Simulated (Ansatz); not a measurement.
Method: DFT, PBE, plane waves (420 eV) with PAW, scalar-relativistic (Ansatz).

An element in the fcc structure gives this curve. The cell is scaled uniformly from the relaxed one, with fractional coordinates and shape fixed. Energies are extrapolated to zero smearing, pressures are those at the given smearing. Magnetic state: spin not included.

```tsv
V (Å³/atom)	E − E₀ (meV/atom)	P (GPa)
13.205	305.3	61.28
13.806	124.8	36.28
14.406	28.5	16.17
15.006	-0.1	0.00
15.606	25.8	-13.00
16.207	95.4	-23.42
16.807	200.0	-31.72
```

Q: Which element is it?
A. ruthenium
B. rhenium
C. vanadium
D. molybdenum

A: B. Its fit is V₀ = 15.00 Å³/atom, B₀ = 362 GPa, B₀′ = 4.4.
